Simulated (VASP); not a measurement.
# Gd (Im-3m) in VASP: single point with LDA+U

Aim: the single point of Gd with LDA+U.

Program: VASP 6.6.1. These are calculated values, not measurements. Logs are shortened: lines on timing, memory, paths and dates and some standing lists are left out, and cuts for length are marked.

### 1 Starting point

The structure is cubic, space group Im-3m (No. 229). The conventional cell has a = 4.050 Å, b = 4.050 Å, c = 4.050 Å, α = 90.00°, β = 90.00°, γ = 90.00°. Gd (site symmetry m-3m) is surrounded by 8 Gd at 3.51 Å.

This isn't the form of Gd at room conditions, which is hcp.

### 2 Single point, LDA+U, collinear spin, typed start

The input, INCAR:

```
PREC = Accurate
ENCUT = 520
EDIFF = 1E-6
ISMEAR = 1
SIGMA = 0.05
LREAL = F
LASPH = T
NELM = 150
ALGO = Normal
ISIF = 2
LWAVE = F
LCHARG = F
ISPIN = 2
MAGMOM = 7
LORBIT = 11
LMAXMIX = 6
LDAU = T
LDAUTYPE = 2
LDAUL = 3
LDAUU = 4
LDAUJ = 0
LDAUPRINT = 1
GGA = CA
NBANDS = 19
```

The input, KPOINTS:

```
Automatic mesh
0
Gamma
  9 9 9
```

The input, POSCAR:

```
Gd
1.0
   -2.0250000000      2.0250000000      2.0250000000
    2.0250000000     -2.0250000000      2.0250000000
    2.0250000000      2.0250000000     -2.0250000000
Gd
1
Direct
    0.0000000000      0.0000000000      0.0000000000
```

Potentials or basis: VASP PAW PBE potentials, release 64 (Gd).

Run with:

```
cat potpaw_PBE.64/Gd/POTCAR > POTCAR
mpirun -np 1 vasp_std > vasp.out
```

OUTCAR:

```text
PREC = Accurate
   ENCUT = 520
   EDIFF = 1E-6
   ISMEAR = 1
   LREAL = F
   LASPH = T
   NELM = 150
   ISIF = 2
   ISPIN = 2
   LORBIT = 11
   GGA = CA

 ion  position               nearest neighbor table
   1  0.000  0.000  0.000-

  LATTYP: Found a body centered cubic cell.
 ALAT       =     4.0500000000

  Lattice vectors:

 A1 = (  -2.0250000000,   2.0250000000,   2.0250000000)
 A2 = (   2.0250000000,  -2.0250000000,   2.0250000000)
 A3 = (   2.0250000000,   2.0250000000,  -2.0250000000)

Analysis of symmetry for initial positions (statically):
=====================================================================
 Subroutine PRICEL returns:
 Original cell was already a primitive cell.

 Routine SETGRP: Setting up the symmetry group for a
 body centered cubic supercell.

 Subroutine GETGRP returns: Found 48 space group operations
 (whereof 48 operations were pure point group operations)
 out of a pool of 48 trial point group operations.

The static configuration has the point symmetry O_h .

Analysis of symmetry for dynamics (positions and initial velocities):
=====================================================================
 Subroutine PRICEL returns:
 Original cell was already a primitive cell.

 Routine SETGRP: Setting up the symmetry group for a
 body centered cubic supercell.

 Subroutine GETGRP returns: Found 48 space group operations
 (whereof 48 operations were pure point group operations)
 out of a pool of 48 trial point group operations.

The dynamic configuration has the point symmetry O_h .

Analysis of structural, dynamic, and magnetic symmetry:
=====================================================================
 Subroutine PRICEL returns:
 Original cell was already a primitive cell.

 Routine SETGRP: Setting up the symmetry group for a
 body centered cubic supercell.

 Subroutine GETGRP returns: Found 48 space group operations
 (whereof 48 operations were pure point group operations)
 out of a pool of 48 trial point group operations.

The overall configuration has the point symmetry O_h .

 Subroutine INISYM returns: Found 48 space group operations
 (whereof 48 operations are pure point group operations),
 and found     1 'primitive' translations

----------------------------------------------------------------------------------------

                                     Primitive cell

  volume of cell :      33.2151

  direct lattice vectors                    reciprocal lattice vectors
    -2.025000000  2.025000000  2.025000000     0.000000000  0.246913580  0.246913580
     2.025000000 -2.025000000  2.025000000     0.246913580  0.000000000  0.246913580
     2.025000000  2.025000000 -2.025000000     0.246913580  0.246913580  0.000000000

  length of vectors
     3.507402885  3.507402885  3.507402885     0.349188534  0.349188534  0.349188534

  position of ions in fractional coordinates (direct lattice)
     0.000000000  0.000000000  0.000000000

  ion indices of the primitive-cell ions
   primitive index   ion index
                 1           1

[... 96 lines left out ...]
 LDA+U is selected, type is set to LDAUTYPE =  2
   angular momentum for each species LDAUL =     3
   U (eV)           for each species LDAUU =   4.0
   J (eV)           for each species LDAUJ =   0.0
   GGA     = CA    functional components
   LHFCALC =     F    Hartree Fock is set to
   AEXX    =    0.0000 exact exchange contribution
   IVDW    =     0    specifies the selected vdW correction
   LEPSILON=     F    determine dielectric tensor
   LRPA    =     F    only Hartree local field effects (RPA)
 spin polarized calculation
 Methfessel and Paxton  Order N= 1 SIGMA  =   0.05
  energy-cutoff  :      520.00
  volume of cell :       33.22
 maximum number of plane-waves:       935
 NGX is ok and might be reduce to    28
   NGX = 13   NGY = 13   NGZ = 13

atom =   1  type =  1  l = 3

 onsite density matrix

spin component  1

  0.9891  0.0000 -0.0002  0.0000 -0.0000  0.0000 -0.0000
  0.0000  0.9883 -0.0000  0.0000 -0.0000  0.0000 -0.0000
 -0.0002 -0.0000  0.9892  0.0000  0.0000 -0.0000  0.0000
  0.0000  0.0000  0.0000  0.9890  0.0000  0.0000 -0.0000
 -0.0000 -0.0000  0.0000  0.0000  0.9892 -0.0000  0.0002
  0.0000  0.0000 -0.0000  0.0000 -0.0000  0.9893  0.0000
 -0.0000 -0.0000  0.0000 -0.0000  0.0002  0.0000  0.9891

spin component  2

  0.0016 -0.0000 -0.0000 -0.0000  0.0000  0.0000  0.0000
 -0.0000  0.0008  0.0000 -0.0000  0.0000 -0.0000  0.0000
 -0.0000  0.0000  0.0016  0.0000 -0.0000  0.0000 -0.0000
 -0.0000 -0.0000  0.0000  0.0016 -0.0000 -0.0000  0.0000
  0.0000  0.0000 -0.0000 -0.0000  0.0016  0.0000  0.0000
  0.0000 -0.0000  0.0000 -0.0000  0.0000  0.0016 -0.0000
  0.0000  0.0000 -0.0000  0.0000  0.0000 -0.0000  0.0016

 occupancies and eigenvectors

  o =  0.0008  v =  0.0000  0.0000  0.0000  0.0000  0.0000  0.0000  0.0000  0.0000  1.0000 -0.0000  0.0000 -0.0000  0.0000 -0.0000      0.0000  0.0000  0.0000  0.0000  0.0000  0.0000  0.0000  0.0000  0.0000  0.0000  0.0000  0.0000  0.0000  0.0000
  o =  0.0016  v =  0.0000  0.0000  0.0000  0.0000  0.0000  0.0000  0.0000 -0.0000  0.0000 -0.0000 -1.0000 -0.0001 -0.0000  0.0001      0.0000  0.0000  0.0000  0.0000  0.0000  0.0000  0.0000  0.0000  0.0000  0.0000  0.0000  0.0000  0.0000  0.0000
  o =  0.0016  v =  0.0000  0.0000  0.0000  0.0000  0.0000  0.0000  0.0000 -0.7906  0.0000 -0.6124  0.0000 -0.0002  0.0000  0.0003      0.0000  0.0000  0.0000  0.0000  0.0000  0.0000  0.0000  0.0000  0.0000  0.0000  0.0000  0.0000  0.0000  0.0000
  o =  0.0016  v =  0.0000  0.0000  0.0000  0.0000  0.0000  0.0000  0.0000  0.0003  0.0000  0.0002  0.0001 -0.6124  0.0000  0.7906      0.0000  0.0000  0.0000  0.0000  0.0000  0.0000  0.0000  0.0000  0.0000  0.0000  0.0000  0.0000  0.0000  0.0000
  o =  0.0016  v =  0.0000  0.0000  0.0000  0.0000  0.0000  0.0000  0.0000 -0.6124  0.0000  0.7906  0.0000  0.0008 -0.0000  0.0007      0.0000  0.0000  0.0000  0.0000  0.0000  0.0000  0.0000  0.0000  0.0000  0.0000  0.0000  0.0000  0.0000  0.0000
  o =  0.0016  v =  0.0000  0.0000  0.0000  0.0000  0.0000  0.0000  0.0000  0.0007  0.0000 -0.0008 -0.0000  0.7906  0.0000  0.6124      0.0000  0.0000  0.0000  0.0000  0.0000  0.0000  0.0000  0.0000  0.0000  0.0000  0.0000  0.0000  0.0000  0.0000
  o =  0.0016  v =  0.0000  0.0000  0.0000  0.0000  0.0000  0.0000  0.0000  0.0000  0.0000 -0.0000  0.0000  0.0000 -1.0000  0.0000      0.0000  0.0000  0.0000  0.0000  0.0000  0.0000  0.0000  0.0000  0.0000  0.0000  0.0000  0.0000  0.0000  0.0000
  o =  0.9883  v = -0.0000  1.0000 -0.0000  0.0000  0.0000 -0.0000  0.0000  0.0000  0.0000  0.0000  0.0000  0.0000  0.0000  0.0000      0.0000  0.0000  0.0000  0.0000  0.0000  0.0000  0.0000  0.0000  0.0000  0.0000  0.0000  0.0000  0.0000  0.0000
  o =  0.9890  v = -0.0002 -0.0000 -0.0001 -0.0117  0.6123 -0.0000 -0.7905  0.0000  0.0000  0.0000  0.0000  0.0000  0.0000  0.0000      0.0000  0.0000  0.0000  0.0000  0.0000  0.0000  0.0000  0.0000  0.0000  0.0000  0.0000  0.0000  0.0000  0.0000
  o =  0.9890  v =  0.7906  0.0000  0.6124 -0.0006  0.0001 -0.0000 -0.0002  0.0000  0.0000  0.0000  0.0000  0.0000  0.0000  0.0000      0.0000  0.0000  0.0000  0.0000  0.0000  0.0000  0.0000  0.0000  0.0000  0.0000  0.0000  0.0000  0.0000  0.0000
  o =  0.9890  v =  0.0005 -0.0000  0.0004  0.9999  0.0072 -0.0000 -0.0092  0.0000  0.0000  0.0000  0.0000  0.0000  0.0000  0.0000      0.0000  0.0000  0.0000  0.0000  0.0000  0.0000  0.0000  0.0000  0.0000  0.0000  0.0000  0.0000  0.0000  0.0000
  o =  0.9893  v = -0.0001  0.0000  0.0001  0.0000 -0.0144  0.9998 -0.0112  0.0000  0.0000  0.0000  0.0000  0.0000  0.0000  0.0000      0.0000  0.0000  0.0000  0.0000  0.0000  0.0000  0.0000  0.0000  0.0000  0.0000  0.0000  0.0000  0.0000  0.0000
  o =  0.9893  v = -0.0005  0.0000  0.0006  0.0000 -0.7904 -0.0182 -0.6123  0.0000  0.0000  0.0000  0.0000  0.0000  0.0000  0.0000      0.0000  0.0000  0.0000  0.0000  0.0000  0.0000  0.0000  0.0000  0.0000  0.0000  0.0000  0.0000  0.0000  0.0000
  o =  0.9893  v = -0.6124  0.0000  0.7906  0.0000  0.0006 -0.0001  0.0005  0.0000  0.0000  0.0000  0.0000  0.0000  0.0000  0.0000      0.0000  0.0000  0.0000  0.0000  0.0000  0.0000  0.0000  0.0000  0.0000  0.0000  0.0000  0.0000  0.0000  0.0000

 number of electron      18.0000008 magnetization       7.7715871

 Free energy of the ion-electron system (eV)
  ---------------------------------------------------
  ext. energy  EPLUGINS =         0.00000000
  ---------------------------------------------------
  free energy    TOTEN  =       -11.27803847 eV

  energy without entropy =      -11.27848433  energy(sigma->0) =      -11.27818709

 E-fermi :   2.7675     XC(G=0): -10.2400

 val. band max:        2.7560454285   @ k =  -0.2222   0.3333   0.1111
 cond. band min:       2.7899954352   @ k =   0.3333   0.2222   0.1111
 fundamental gap:      0.0339500067
 Fermi energy:         2.7675062480

 spin component 1

 k-point     1 :       0.0000    0.0000    0.0000
  band No.  band energies     occupation
      1     -42.4830      1.00000
      2     -19.6374      1.00000
      3     -19.6374      1.00000
      4     -19.6374      1.00000
      5      -4.3969      1.00000
      6      -4.3969      1.00000
[... 1049 lines left out ...]
     18      11.5866      0.00000
     19      14.0354      0.00000

 [... further k-points ...]

------------------------ aborting loop because EDIFF is reached ----------------------------------------

  FORCE on cell =-STRESS in cart. coord.  units (eV):
  Direction    XX          YY          ZZ          XY          YZ          ZX
  --------------------------------------------------------------------------------------
  -------------------------------------------------------------------------------------
  Total       -0.8148268     -0.8148268     -0.8148268      0.0000000     -0.0000000      0.0000000
  in kB      -39.3043682    -39.3043682    -39.3043682      0.0000000     -0.0000000      0.0000000
  external PRESSURE =     -39.3043682 kB  Pullay stress =       0.0000000 kB

 VOLUME and BASIS-vectors are now :
 -----------------------------------------------------------------------------
  energy-cutoff  :      520.00
  volume of cell :       33.22
      direct lattice vectors                 reciprocal lattice vectors
    -2.025000000  2.025000000  2.025000000     0.000000000  0.246913580  0.246913580
     2.025000000 -2.025000000  2.025000000     0.246913580  0.000000000  0.246913580
     2.025000000  2.025000000 -2.025000000     0.246913580  0.246913580  0.000000000

 POSITION                                       TOTAL-FORCE (eV/Angst)
 -----------------------------------------------------------------------------------
      0.00000      0.00000      0.00000         0.000000      0.000000      0.000000
 -----------------------------------------------------------------------------------
    total drift:                               -0.000000     -0.000000     -0.000000

  FREE ENERGIE OF THE ION-ELECTRON SYSTEM (eV)
  ---------------------------------------------------
  free  energy   TOTEN  =       -11.2780384659 eV

  energy  without entropy=      -11.2784843258  energy(sigma->0) =      -11.27818709

 total charge

# of ion       s       p       d       f       tot
--------------------------------------------------
    1        2.072   5.527   0.628   6.928  15.155

 magnetization (x)

# of ion       s       p       d       f       tot
--------------------------------------------------
    1        0.003  -0.038   0.272   6.907   7.144
```

Run time: 32 s. Hardware: 1 thread of Intel Xeon Platinum 8488C (Sapphire Rapids), shared host; peak memory 0.18 GiB.

Results:

- Free energy: -11.2780 eV
- Pressure: -3.9 GPa
- Band gap on the k mesh: none (metal or under the smearing width)
- Net moment: 7.77 μB per cell
- Site moments: Gd +7.14 μB
- Valence electrons inside the program's atomic spheres: Gd 15.15

Eigenvalues of the final occupation matrices:
```
    site  spin  trace                         eigenvalues
site 1 f     1   6.92  0.99 0.99 0.99 0.99 0.99 0.99 0.99
site 1 f     2   0.01  0.00 0.00 0.00 0.00 0.00 0.00 0.00
```

Caveat: the PAW data sets were made with another functional, which shifts forces and pressure a little; spin-orbit coupling is left out, which moves the levels of the heavy elements.
